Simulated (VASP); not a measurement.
**VASP 6.6.1, r²SCAN single-point calculation, BaO (strained measured structure)**

INCAR

```
LWAVE = .FALSE.
METAGGA = R2SCAN
LASPH = .TRUE.
NSW = 0
ISIF = 2
ISMEAR = 0
PREC = Accurate
SIGMA = 0.01
LELF = .TRUE.
LCHARG = .TRUE.
NBANDS = 15
ALGO = Normal
ENCUT = 520
EDIFF = 1E-7
IBRION = -1
LREAL = .FALSE.
NELM = 120
```

KPOINTS

```
KPOINTS created by Atomic Simulation Environment
0
Gamma
8 8 8
0 0 0
```

KPOINTS_OPT

```
special points
7
Reciprocal
0.0000000000 0.0000000000 0.0000000000 1
0.5000000000 0.0000000000 0.5000000000 1
0.6250000000 0.2500000000 0.6250000000 1
0.3750000000 0.3750000000 0.7500000000 1
0.5000000000 0.5000000000 0.5000000000 1
0.5000000000 0.2500000000 0.7500000000 1
0.0000000000 0.5000000000 0.5000000000 1
```

POSCAR

```
Ba O
 1.0000000000000000
     0.0000000000000000    2.7403426988000001    2.7403426988000001
     2.7403426988000001    0.0000000000000000    2.7403426988000001
     2.7403426988000001    2.7403426988000001    0.0000000000000000
 Ba  O
   1   1
Cartesian
  0.0000000000000000  0.0000000000000000  0.0000000000000000
  2.7403426988000001  2.7403426988000001  2.7403426988000001
```

VASP ran with the recommended PBE PAW datasets (16 valence electrons in the cell).

Command

```
mpirun -np 1 vasp_std
```

From OUTCAR

```
k-points           NKPTS =     29   k-points in BZ     NKDIM =     29   number of bands    NBANDS=     15

   NELECT =      16.0000    total number of electrons

   dimension x,y,z NGX =    30 NGY =   30 NGZ =   30
   dimension x,y,z NGXF=    60 NGYF=   60 NGZF=   60

  energy-cutoff  :      520.00
  volume of cell :       41.16
      direct lattice vectors                 reciprocal lattice vectors
     0.000000000  2.740342699  2.740342699    -0.182458931  0.182458931  0.182458931
     2.740342699  0.000000000  2.740342699     0.182458931 -0.182458931  0.182458931
     2.740342699  2.740342699  0.000000000     0.182458931  0.182458931 -0.182458931

 k-points in reciprocal lattice and weights: KPOINTS created by Atomic Simulation Env
   0.00000000  0.00000000  0.00000000       0.002
   0.12500000  0.00000000  0.00000000       0.016
   0.25000000  0.00000000  0.00000000       0.016
   0.37500000  0.00000000  0.00000000       0.016
   0.50000000  0.00000000  0.00000000       0.008
   0.12500000  0.12500000  0.00000000       0.012
   0.25000000  0.12500000  0.00000000       0.047
   0.37500000  0.12500000  0.00000000       0.047
   ...

 E-fermi :   1.9327

 k-point     1 :       0.0000    0.0000    0.0000
  band No.  band energies     occupation
      1     -24.8074      2.00000
      2     -14.1989      2.00000
      3      -8.8192      2.00000
      4      -8.8192      2.00000
      5      -8.8192      2.00000
      6       1.4223      2.00000
      7       1.4223      2.00000
      8       1.4223      2.00000
      9       6.1569      0.00000
     10       6.9809      0.00000
     11       6.9809      0.00000
     12       6.9809      0.00000
     13       9.5057      0.00000
     14       9.5057      0.00000
     15      12.2859      0.00000

 k-point     2 :       0.1250    0.0000    0.0000
  band No.  band energies     occupation
      1     -24.7640      2.00000
      2     -14.3119      2.00000
      3      -8.8650      2.00000
      4      -8.8378      2.00000
      5      -8.8378      2.00000
      6       1.1020      2.00000
      7       1.2132      2.00000
      8       1.2132      2.00000
      9       6.7117      0.00000
     10       6.9280      0.00000
     11       7.2880      0.00000
     12       7.2880      0.00000
     13       9.9334      0.00000
     14       9.9334      0.00000
     15      13.3135      0.00000

 k-point     3 :       0.2500    0.0000    0.0000
  band No.  band energies     occupation
      1     -24.6564      2.00000
      2     -14.5858      2.00000
      3      -8.9679      2.00000
      4      -8.8817      2.00000
      5      -8.8817      2.00000
      6       0.4797      2.00000
      7       0.7653      2.00000
      8       0.7653      2.00000
      9       6.7278      0.00000
     10       8.1207      0.00000
     11       8.1207      0.00000
     12       8.4310      0.00000
     13      10.9964      0.00000
     14      10.9964      0.00000
     15      15.5425      0.00000

 k-point     4 :       0.3750    0.0000    0.0000
  band No.  band energies     occupation
      1     -24.5441      2.00000
      2     -14.8630      2.00000
      3      -9.0612      2.00000
      4      -8.9240      2.00000
      5      -8.9240      2.00000
      6      -0.0309      2.00000
      7       0.3761      2.00000
      8       0.3761      2.00000
      9       7.0161      0.00000
     10       9.1367      0.00000
     11       9.1367      0.00000
     12      10.0685      0.00000
     13      12.3268      0.00000
     14      12.3268      0.00000
     15      16.7428      0.00000

 k-point     5 :       0.5000    0.0000    0.0000
  band No.  band energies     occupation
      1     -24.4962      2.00000
      2     -14.9788      2.00000
      3      -9.0972      2.00000
      4      -8.9411      2.00000
      5      -8.9411      2.00000
      6      -0.2222      2.00000
      7       0.2278      2.00000
      8       0.2278      2.00000
      9       7.2291      0.00000
     10       9.6331      0.00000
     11       9.6331      0.00000
     12      10.7653      0.00000
     13      13.2877      0.00000
     14      13.2877      0.00000
     15      16.3019      0.00000

 k-point     6 :       0.1250    0.1250    0.0000
  band No.  band energies     occupation
      1     -24.7500      2.00000
      2     -14.3312      2.00000
      3      -8.9189      2.00000
      4      -8.9189      2.00000
      5      -8.7848      2.00000
      6       0.7306      2.00000
      7       1.4037      2.00000
      8       1.4037      2.00000
      9       6.2723      0.00000
     10       6.8426      0.00000
     11       7.6554      0.00000
     12       7.6554      0.00000
     13       9.7344      0.00000
     14      10.3654      0.00000
     15      13.5983      0.00000

 k-point     7 :       0.2500    0.1250    0.0000
  band No.  band energies     occupation
      1     -24.6649      2.00000
      2     -14.5102      2.00000
      3      -9.0277      2.00000
      4      -9.0060      2.00000
      5      -8.8729      2.00000
      6       0.3635      2.00000
      7       1.1397      2.00000
      8       1.2080      2.00000
      9       6.0049      0.00000
     10       7.6938      0.00000
     11       8.4846      0.00000
     12       8.4990      0.00000
     13      10.3888      0.00000
     14      11.2351      0.00000
     15      15.3938      0.00000

 k-point     8 :       0.3750    0.1250    0.0000
  band No.  band energies     occupation
      1     -24.5548      2.00000
      2     -14.7494      2.00000
      3      -9.1336      2.00000
      4      -9.0490      2.00000
      5      -9.0327      2.00000
      6       0.2038      2.00000
      7       0.6393      2.00000
      8       0.7973      2.00000
      9       6.3824      0.00000
     10       8.4799      0.00000
     11       9.4421      0.00000
     12       9.8888      0.00000
     13      11.7488      0.00000
     14      12.1990      0.00000
     15      16.9011      0.00000

 k-point     9 :       0.5000    0.1250    0.0000
  band No.  band energies     occupation
      1     -24.4850      2.00000
      2     -14.9049      2.00000
      3      -9.2520      2.00000
      4      -9.0962      2.00000
      5      -9.0244      2.00000
      6       0.0912      2.00000
      7       0.4372      2.00000
      8       0.4554      2.00000
      9       7.0709      0.00000
     10       8.6832      0.00000
     11       9.8727      0.00000
     12      10.9874      0.00000
     13      13.0431      0.00000
     14      13.3087      0.00000
     15      16.0428      0.00000

 k-point    10 :      -0.3750    0.1250    0.0000
  band No.  band energies     occupation
      1     -24.5005      2.00000
      2     -14.8804      2.00000
      3      -9.3049      2.00000
      4      -9.0461      2.00000
      5      -8.9458      2.00000
      6      -0.0027      2.00000
      7       0.2947      2.00000
      8       0.7494      2.00000
      9       7.1327      0.00000
     10       8.7231      0.00000
     11       9.3433      0.00000
     12      10.6376      0.00000
     13      12.6871      0.00000
     14      13.4397      0.00000
     15      15.7912      0.00000

 k-point    11 :      -0.2500    0.1250    0.0000
  band No.  band energies     occupation
      1     -24.5909      2.00000
      2     -14.6938      2.00000
      3      -9.2187      2.00000
      4      -8.9521      2.00000
      5      -8.8575      2.00000
      6       0.1855      2.00000
      7       0.4283      2.00000
      8       1.1531      2.00000
      9       6.6698      0.00000
     10       8.3093      0.00000
     11       8.3698      0.00000
     12       9.4706      0.00000
     13      11.7615      0.00000
     14      11.7836      0.00000
     15      16.6561      0.00000

 k-point    12 :      -0.1250    0.1250    0.0000
  band No.  band energies     occupation
      1     -24.6996      2.00000
      2     -14.4599      2.00000
      3      -9.0293      2.00000
      4      -8.8721      2.00000
      5      -8.8121      2.00000
      6       0.6168      2.00000
      7       0.7928      2.00000
      8       1.3741      2.00000
      9       6.5449      0.00000
     10       7.4443      0.00000
     11       7.5207      0.00000
     12       8.3206      0.00000
     13      10.3810      0.00000
     14      10.7627      0.00000
     15      14.6980      0.00000

 k-point    13 :       0.2500    0.2500    0.0000
  band No.  band energies     occupation
      1     -24.6118      2.00000
      2     -14.5159      2.00000
      3      -9.1513      2.00000
      4      -9.1513      2.00000
      5      -9.1291      2.00000
      6       0.4022      2.00000
      7       1.4478      2.00000
      8       1.4478      2.00000
      9       5.1434      0.00000
     10       7.8699      0.00000
     11       9.3530      0.00000
     12       9.3530      0.00000
     13      10.3637      0.00000
     14      11.5841      0.00000
     15      16.5200      0.00000

 ...

  Total        1.2174122      1.2174122      1.2174122      0.0000000      0.0000000     -0.0000000
  in kB       47.3918421     47.3918421     47.3918421      0.0000000      0.0000000     -0.0000000
  external PRESSURE =      47.3918421 kB  Pullay stress =       0.0000000 kB

 POSITION                                       TOTAL-FORCE (eV/Angst)
 -----------------------------------------------------------------------------------
      0.00000      0.00000      0.00000        -0.000000      0.000000      0.000000
      2.74034      2.74034      2.74034         0.000000     -0.000000     -0.000000
 -----------------------------------------------------------------------------------
    total drift:                                0.000000      0.000000      0.000000

  FREE ENERGIE OF THE ION-ELECTRON SYSTEM (eV)
  ---------------------------------------------------
  free  energy   TOTEN  =       -37.7934311160 eV

  energy  without entropy=      -37.7934311160  energy(sigma->0) =      -37.79343112
```

```yaml
gap_between_bands_v_and_c: 2.19 eV
least_direct_gap: 2.19 eV
pressure: 4.7 GPa
```

Band v is the last that the valence electrons fill when counted band by band, and c is the next.

The run took about 95 s on one core of a shared host (Intel Xeon Platinum 8488C) and held 0.18 GiB at most.
